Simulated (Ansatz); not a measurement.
GeO₂:
```cif
data_Ge2O4
_chemical_formula_sum 'Ge2 O4'
_space_group_name_H-M_alt 'P42/mnm'
_space_group_IT_number 136
_space_group_name_Hall '-P 4n 2n'
_cell_length_a 4.48745
_cell_length_b 4.48745
_cell_length_c 2.90503
_cell_angle_alpha 90.000
_cell_angle_beta 90.000
_cell_angle_gamma 90.000
loop_
_atom_site_label
_atom_site_type_symbol
_atom_site_symmetry_multiplicity
_atom_site_Wyckoff_symbol
_atom_site_fract_x
_atom_site_fract_y
_atom_site_fract_z
_atom_site_occupancy
Ge1 Ge 2 a 0.00000 0.00000 0.00000 1
O1 O 4 f 0.30714 0.30714 0.00000 1
```

Relaxed with PBE.

Problem. Give the optical modes at the zone centre with their infrared and Raman activity from DFPT, PBE in the plane-wave PAW code Ansatz.

Solution. Transverse frequencies, without the LO–TO term; a row sums one degenerate level.

```csv
ω (cm⁻¹),degeneracy,IR ((D/Å)²/amu),Raman (Å⁴/amu),activity,symmetry
152,1,0.00,0.39,Raman,B1g
197,1,0.00,0,silent,B1u
272,2,45.90,0,IR,Eu
331,2,0.01,0,silent,Eu
429,1,0.00,0,silent,A2g
473,1,41.57,0,IR,A2u
489,2,0.00,0.082,Raman,Eg
598,2,33.52,0,IR,Eu
605,1,0.00,0,silent,B1u
647,1,0.00,120,Raman,A1g
787,1,0.00,11,Raman,B2g
```

Problem. How high does the top mode go among those that the LO–TO term moves?

Solution. 757 cm⁻¹ for q along x, 757 cm⁻¹ for q along y, 734 cm⁻¹ for q along z.

Space group P4_2/mnm (rutile). The cell was relaxed with PBE under the symmetry of its start; phonons on a q-mesh show no instability.

Potentials: the later of the program's two PAW sets.
